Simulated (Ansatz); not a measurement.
# BaS: a sublattice moved along a line

Level of theory: DFT r2SCAN, scalar-relativistic, plane waves, PAW (Ansatz 0.2.0). Cutoff 500 eV, Γ-centred 6×6×6 k-points, Gaussian smearing of 0.05 eV. No spin polarisation. Energies are free energies at this smearing, counted from the undisturbed cell; pressure is positive in compression.

Reference structure (as given, not relaxed at this level; it stands at 0.8 GPa):

```
Ba S
1.0
     0.00000    3.19375    3.19375
     3.19375    0.00000    3.19375
     3.19375    3.19375    0.00000
Ba S
1 1
Cartesian
  0.0000 0.0000 0.0000
  3.1938 3.1938 3.1938
```

Every Ba atom is moved by x along the Cartesian unit vector (0.000, -0.707, -0.707); the cell and all other atoms stay fixed.

| x (Å) | ΔE (meV/cell) |
| --- | --- |
| -0.2000 | 45.3 |
| -0.1000 | 11.1 |
| 0.0000 | 0.0 |
| 0.1500 | 25.2 |

Problem. Predict the force along x on the moved atoms (eV/Å) at each point.

Solution.
| x (Å) | force along x on the moved atoms (eV/Å) |
| --- | --- |
| -0.2000 | 0.46 |
| -0.1000 | 0.22 |
| 0.0000 | 0.00 |
| 0.1500 | -0.34 |